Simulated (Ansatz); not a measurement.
## Sr: relaxed-ion elastic tensor

The calculation used Ansatz 0.2.0, DFT PBE, scalar-relativistic, plane waves, PAW. Settings: 420 eV plane-wave cutoff, Γ-centred 16×16×16 mesh, Fermi-Dirac smearing of 0.15 eV. No spin polarisation.

The cell, relaxed at this level:
```xyz
1
Lattice="-2.3920 2.3920 2.3904 2.3920 -2.3920 2.3904 2.3920 2.3920 -2.3904" Properties=species:S:1:pos:R:3 pbc="T T T"
Sr    0.0000    0.0000    0.0000
```

It was reached by relaxing an invented guess, and it needn't be the stable form of this composition. In a metal, frequencies and elastic constants depend on the k mesh and the smearing, soft modes and shear constants most.

Problem. Give the relaxed-ion elastic constants (GPa, Voigt order xx yy zz yz xz xy, on the Cartesian axes of the cell above).

Solution.
C11 = 13.0, C12 = 10.7, C13 = 10.7, C22 = 13.0, C23 = 10.7, C33 = 13.0, C44 = 12.6, C55 = 12.6, C66 = 12.6 GPa; the others vanish.

Problem. Is the crystal stable against homogeneous strain?

Solution. Too close to call: the least eigenvalue is 2.3 GPa, within what the k mesh leaves open in a metal.
